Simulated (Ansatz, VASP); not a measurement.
This is a calculation of GaSb for Ansatz 0.2.0. 

File input.yaml:

```yaml
crystal:
  lattice:
    - [0.0, 3.059, 3.059]
    - [3.059, 0.0, 3.059]
    - [3.059, 3.059, 0.0]
  atoms:
    - { symbol: Sb, position: [0.75, 0.75, 0.75] }
    - { symbol: Ga, position: [0.0, 0.0, 0.0] }
kpoints:
  mp_grid: { grid: [8, 8, 8] }
scf:
  occupations: { method: gaussian, width: 0.012 }
hamiltonian:
  xc: pbe
  pseudopotentials: { kind: all_electron, lapw: { basis_error: 0.001 } }
output:
  forces: true
  stress: true
  eigenvalues: true
```

Potentials or basis: all-electron LAPW, scalar-relativistic.

The run is started by

```console
$ ansatz run input.yaml --threads 1 --pin off --max-ram 3072MiB --backend cpu --events-out ev --progress --plain --runs-dir out
```

Translate it to VASP 6.6.1. Potentials or basis there: PBE PAW files Ga_d, Sb, 520 eV.

As run (cutoffs and basis follow the program's own potentials, and thresholds, step limits or extra output files can differ):

File INCAR:

```
PREC     = Accurate       # precision mode
ENCUT    = 520            # plane-wave cutoff, eV
EDIFF    = 1E-7           # SCF threshold, eV
ISMEAR   = 0              # smearing method
SIGMA    = 0.012          # smearing width, eV
LREAL    = F              # projectors in reciprocal space
LASPH    = T              # aspherical terms in the spheres
NELM     = 60             # most SCF steps
ALGO     = Normal         # electronic algorithm
ISIF     = 2              # what is computed and relaxed
LWAVE    = F              # write WAVECAR
LCHARG   = F              # write CHGCAR
GGA      = PE             # functional
```

File KPOINTS:

```
regular mesh
0
Gamma
  8 8 8
```

Contents of POSCAR:

```
GaSb
1.0
    0.0000000000      3.0590000000      3.0590000000
    3.0590000000      0.0000000000      3.0590000000
    3.0590000000      3.0590000000      0.0000000000
Sb Ga
1 1
Direct
    0.7500000000      0.7500000000      0.7500000000
    0.0000000000      0.0000000000      0.0000000000
```

Potentials or basis: VASP PAW PBE potentials, release 64 (Sb, Ga_d).

Launch:

```sh
$ cat potpaw_PBE.64/Sb/POTCAR potpaw_PBE.64/Ga_d/POTCAR > POTCAR
$ mpirun -np 1 vasp_std > vasp.out
```

Both were run:

|  | Ansatz | VASP |
| --- | --- | --- |
| Pressure | 2.3 GPa | 2.4 GPa |

Where Ansatz's input types no cutoff or centring, it takes its own default and a Γ-centred mesh.

Pressure is positive in compression.
